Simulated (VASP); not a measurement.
# ZnS (F-43m) in VASP: a series of runs

The runs below take ZnS through relaxation of cell and atoms, with PBEsol.

Everything below comes from runs of VASP 6.6.1. Logs are shortened: lines on timing, memory, paths and dates and some standing lists are left out, and cuts for length are marked.

### 1 The crystal as given

The structure is cubic, space group F-43m (No. 216). The conventional cell has a = 5.404 Å, b = 5.404 Å, c = 5.404 Å, α = 90.00°, β = 90.00°, γ = 90.00°. Around Zn (site symmetry -43m) lie 4 S at 2.34 Å. Around S (site symmetry -43m) lie 4 Zn at 2.34 Å.

The cell was built by a generator and needn't be a form met in nature.

### 2 Relaxation of cell and atoms, PBEsol

INCAR

```
SYSTEM = ZnS
ALGO = Normal
EDIFF = 1E-6
EDIFFG = -0.01
ENCUT = 600
GGA = PS
IBRION = 2
ISIF = 3
ISMEAR = 0
LASPH = .True.
LCHARG = .False.
LREAL = .False.
LWAVE = .False.
NELM = 80
NSW = 90
PREC = Accurate
SIGMA = 0.03
```

KPOINTS

```
k-points
0
Gamma
  10 10 10
  0 0 0
```

POSCAR

```
ZnS
1.0
    0.0000000000      2.7020000000      2.7020000000
    2.7020000000      0.0000000000      2.7020000000
    2.7020000000      2.7020000000      0.0000000000
Zn S
1 1
Direct
    0.0000000000      0.0000000000      0.0000000000
    0.2500000000      0.2500000000      0.2500000000
```

Potentials or basis: VASP PAW PBE potentials, release 64 (Zn, S).

Launch:

```sh
$ cat potpaw_PBE.64/Zn/POTCAR potpaw_PBE.64/S/POTCAR > POTCAR
$ mpirun -np 1 vasp_std > vasp.out
```

OUTCAR:

```text
SYSTEM = ZnS
   EDIFF = 1E-6
   EDIFFG = -0.01
   ENCUT = 600
   GGA = PS
   IBRION = 2
   ISIF = 3
   ISMEAR = 0
   LASPH = .True.
   LREAL = .False.
   NELM = 80
   NSW = 90
   PREC = Accurate

 ion  position               nearest neighbor table
   1  0.000  0.000  0.000-   2 2.34   2 2.34   2 2.34   2 2.34
   2  0.250  0.250  0.250-   1 2.34   1 2.34   1 2.34   1 2.34

  LATTYP: Found a face centered cubic cell.
 ALAT       =     5.4040000000

  Lattice vectors:

 A1 = (   0.0000000000,   2.7020000000,   2.7020000000)
 A2 = (   2.7020000000,   0.0000000000,   2.7020000000)
 A3 = (   2.7020000000,   2.7020000000,   0.0000000000)

Analysis of symmetry for initial positions (statically):
=====================================================================
 Subroutine PRICEL returns:
 Original cell was already a primitive cell.

 Routine SETGRP: Setting up the symmetry group for a
 face centered cubic supercell.

 Subroutine GETGRP returns: Found 24 space group operations
 (whereof 24 operations were pure point group operations)
 out of a pool of 48 trial point group operations.

The static configuration has the point symmetry T_d .

Analysis of symmetry for dynamics (positions and initial velocities):
=====================================================================
 Subroutine PRICEL returns:
 Original cell was already a primitive cell.

 Routine SETGRP: Setting up the symmetry group for a
 face centered cubic supercell.

 Subroutine GETGRP returns: Found 24 space group operations
 (whereof 24 operations were pure point group operations)
 out of a pool of 48 trial point group operations.

The dynamic configuration has the point symmetry T_d .

 Subroutine INISYM returns: Found 24 space group operations
 (whereof 24 operations are pure point group operations),
 and found     1 'primitive' translations

----------------------------------------------------------------------------------------

                                     Primitive cell

  volume of cell :      39.4535

  direct lattice vectors                    reciprocal lattice vectors
     0.000000000  2.702000000  2.702000000    -0.185048113  0.185048113  0.185048113
     2.702000000  0.000000000  2.702000000     0.185048113 -0.185048113  0.185048113
     2.702000000  2.702000000  0.000000000     0.185048113  0.185048113 -0.185048113

  length of vectors
     3.821205046  3.821205046  3.821205046     0.320512733  0.320512733  0.320512733

  position of ions in fractional coordinates (direct lattice)
     0.000000000  0.000000000  0.000000000
     0.250000000  0.250000000  0.250000000

  ion indices of the primitive-cell ions
   primitive index   ion index
                 1           1
                 2           2

----------------------------------------------------------------------------------------

 KPOINTS: k-points

Automatic generation of k-mesh.
 Grid dimensions read from file:
 generate k-points for:   10   10   10

 Generating k-lattice:

  Cartesian coordinates                     Fractional coordinates (reciprocal lattice)
    -0.018504811  0.018504811  0.018504811     0.100000000  0.000000000  0.000000000
     0.018504811 -0.018504811  0.018504811     0.000000000  0.100000000  0.000000000
     0.018504811  0.018504811 -0.018504811     0.000000000  0.000000000  0.100000000

  Length of vectors
     0.032051273  0.032051273  0.032051273

  Shift w.r.t. Gamma in fractional coordinates (k-lattice)
     0.000000000  0.000000000  0.000000000

 Subroutine IBZKPT returns following result:
 ===========================================

 Found     47 irreducible k-points:

 Following reciprocal coordinates:
            Coordinates               Weight
  0.000000  0.000000  0.000000      1.000000
  0.100000  0.000000  0.000000      8.000000
  0.200000  0.000000  0.000000      8.000000
  0.300000  0.000000  0.000000      8.000000
  0.400000  0.000000  0.000000      8.000000
  0.500000  0.000000  0.000000      4.000000
[... 16 lines left out ...]
  0.300000  0.300000  0.000000      6.000000
  0.400000  0.300000  0.000000     24.000000
 [... further k-points ...]
   k-points           NKPTS =     47   k-points in BZ     NKDIM =     47   number of bands    NBANDS=     13
   number of dos      NEDOS =    301   number of ions     NIONS =      2
   total plane-waves  NPLWV =  32768
   dimension x,y,z NGX =    32 NGY =   32 NGZ =   32
   dimension x,y,z NGXF=    64 NGYF=   64 NGZF=   64
   ions per type =               1   1
   NGX,Y,Z   is equivalent  to a cutoff of  13.92, 13.92, 13.92 a.u.
   NGXF,Y,Z  is equivalent  to a cutoff of  27.84, 27.84, 27.84 a.u.
 SYSTEM =  ZnS
   PREC   = accura    normal or accurate (medium, high low for compatibility)
   ISTART =      0    job   : 0-new  1-cont  2-samecut
   ICHARG =      2    charge: 1-file 2-atom 10-const
   ISPIN  =      1    spin polarized calculation?
   LNONCOLLINEAR =      F non collinear calculations
   LSORBIT =      F    spin-orbit coupling
   LASPH  =      T    aspherical Exc in radial PAW
   ENCUT  =  600.0 eV  44.10 Ry    6.64 a.u.   7.63  7.63  7.63*2*pi/ulx,y,z
   NELM   =     80;   NELMIN=  2; NELMDL= -5     # of ELM steps
   EDIFF  = 0.1E-05   stopping-criterion for ELM
   LREAL  =      F    real-space projection
   EDIFFG = -.1E-01   stopping-criterion for IOM
   NSW    =     90    number of steps for IOM
   IBRION =      2    ionic relax: 0-MD 1-quasi-New 2-CG
   NFREE  =      1    steps in history (QN), initial steepest desc. (CG)
   ISIF   =      3    stress and relaxation
   ISYM   =      2    0-nonsym 1-usesym 2-fastsym
   POTIM  = 0.5000    time-step for ionic-motion
   TEBEG  =    0.0;   TEEND  =   0.0 temperature during run
   PSTRESS=    0.0 pullay stress
   NELECT =      18.0000    total number of electrons
   NUPDOWN=      -1.0000    fix difference up-down
   EMIN   =  10.00;   EMAX   =-10.00  energy-range for DOS
   EFERMI =   0.00;   METHOD = LEGACY
   ISMEAR =     0;   SIGMA  =   0.03  broadening in eV -4-tet -1-fermi 0-gaus
   EFERMI_NEDOS =   21; number of points for ismear=-14 and -15
   IALGO  =     38    algorithm
   IMIX   =      4    mixing-type and parameters
     AMIX     =   0.40;   BMIX     =  1.00
     AMIX_MAG =   1.60;   BMIX_MAG =  1.00
  volume/ion in A,a.u.               =      19.73       133.12
  Fermi-wavevector in a.u.,A,eV,Ry     =   1.260290  2.381602 21.610537  1.588330
  Thomas-Fermi vector in A             =   2.393807
   LORBIT       =      0    0 simple, 1 ext, 2 COOP (PROOUT), +10 PAW based schemes
   GGA     = PS    functional components
   LHFCALC =     F    Hartree Fock is set to
   AEXX    =    0.0000 exact exchange contribution
   IVDW    =     0    specifies the selected vdW correction
   LEPSILON=     F    determine dielectric tensor
   LRPA    =     F    only Hartree local field effects (RPA)
 conjugate gradient relaxation of ions
 non-spin polarized calculation
 Gauss-broadening in eV      SIGMA  =   0.03
  energy-cutoff  :      600.00
  volume of cell :       39.45
 maximum number of plane-waves:      1363
   NGX = 15   NGY = 15   NGZ = 15

--------------------------------------- Ionic step        1  -------------------------------------------

 number of electron      17.9999998 magnetization

 Free energy of the ion-electron system (eV)
  ---------------------------------------------------
  ext. energy  EPLUGINS =         0.00000000
  ---------------------------------------------------
  free energy    TOTEN  =        -7.58393351 eV

  energy without entropy =       -7.58393351  energy(sigma->0) =       -7.58393351

------------------------ aborting loop because EDIFF is reached ----------------------------------------

  FORCE on cell =-STRESS in cart. coord.  units (eV):
  Direction    XX          YY          ZZ          XY          YZ          ZX
  --------------------------------------------------------------------------------------
  -------------------------------------------------------------------------------------
  Total       -0.4266886     -0.4266886     -0.4266886      0.0000000      0.0000000     -0.0000000
  in kB      -17.3274861    -17.3274861    -17.3274861      0.0000000      0.0000000     -0.0000000
  external PRESSURE =     -17.3274861 kB  Pullay stress =       0.0000000 kB
[... 57 lines left out ...]
  energy  without entropy=       -7.5888223624  energy(sigma->0) =       -7.58882236

--------------------------------------- Ionic step        3  -------------------------------------------

 number of electron      17.9999989 magnetization

 Free energy of the ion-electron system (eV)
  ---------------------------------------------------
  ext. energy  EPLUGINS =         0.00000000
  ---------------------------------------------------
  free energy    TOTEN  =        -7.58928852 eV

  energy without entropy =       -7.58928852  energy(sigma->0) =       -7.58928852

 E-fermi :   2.4429     XC(G=0):  -9.9635

 val. band max:        2.2414615999   @ k =   0.0000   0.0000   0.0000
 cond. band min:       4.3243650422   @ k =   0.0000   0.0000   0.0000
 fundamental gap:      2.0829034423
 Fermi energy:         2.4428508577

 k-point     1 :       0.0000    0.0000    0.0000
  band No.  band energies     occupation
      1     -11.0858      2.00000
      2      -4.2312      2.00000
      3      -4.2312      2.00000
      4      -4.2312      2.00000
      5      -3.7030      2.00000
      6      -3.7030      2.00000
      7       2.2415      2.00000
      8       2.2415      2.00000
      9       2.2415      2.00000
     10       4.3244      0.00000
     11       8.5318      0.00000
     12       8.5318      0.00000
     13       8.5318      0.00000
[... 353 lines left out ...]
 k-point    24 :       0.4000    0.3000    0.0000
  band No.  band energies     occupation
      1     -10.0631      2.00000
      2      -4.2754      2.00000
      3      -3.9722      2.00000
      4      -3.9642      2.00000
      5      -3.6827      2.00000
      6      -3.6417      2.00000
      7      -1.6141      2.00000
      8       0.1474      2.00000
      9       0.3705      2.00000
     10       6.1192      0.00000
     11       6.8705      0.00000
     12      10.9830      0.00000
     13      11.9665      0.00000

 [... further k-points ...]
[... 5 lines left out ...]
  --------------------------------------------------------------------------------------
  -------------------------------------------------------------------------------------
  Total       -0.0076799     -0.0076799     -0.0076799     -0.0000000      0.0000000      0.0000000
  in kB       -0.3194992     -0.3194992     -0.3194992     -0.0000000      0.0000000      0.0000000
  external PRESSURE =      -0.3194992 kB  Pullay stress =       0.0000000 kB
[... 17 lines left out ...]
  FREE ENERGIE OF THE ION-ELECTRON SYSTEM (eV)
  ---------------------------------------------------
  free  energy   TOTEN  =        -7.5892885151 eV

  energy  without entropy=       -7.5892885151  energy(sigma->0) =       -7.58928852

 reached required accuracy - stopping structural energy minimisation
```

Wall time 43 s (1 thread of Intel Xeon Platinum 8259CL at 2.50GHz (Skylake/Cascade Lake), shared host); peak memory 0.2 GiB.

Results:

- Free energy: -7.5893 eV
- Relaxed volume: 19.26 Å³/atom
- Relaxed cell: a = 3.791 Å, b = 3.791 Å, c = 3.791 Å, α = 60.00°, β = 60.00°, γ = 60.00°
- Space group after relaxing (to 0.05 Å): F-43m (No. 216)
- Energy gained by relaxing: 2.7 meV/atom
- Ionic steps: 3
- Pressure after relaxing: 0.0 GPa
- Band gap on the k mesh: 2.08 eV, direct

The path:
```tsv
step	energy change (eV)	largest force (eV/Å)	pressure (GPa)	volume (Å³)
1	0.0000	0.0000	-1.73	39.45
2	-0.0049	0.0000	0.60	38.25
3	-0.0054	0.0000	-0.03	38.51
```

Final structure:
```yaml
crystal:
  lattice:
    - [0.00000, 2.68033, 2.68033]
    - [2.68033, 0.00000, 2.68033]
    - [2.68033, 2.68033, 0.00000]
  atoms:
    - { symbol: Zn, position: [0.00000, 0.00000, 0.00000] }
    - { symbol: S, position: [0.25000, 0.25000, 0.25000] }
```

Caveat: the PAW data sets were made with another functional, which shifts forces and pressure a little.

(Continued in part 2 of 2.)
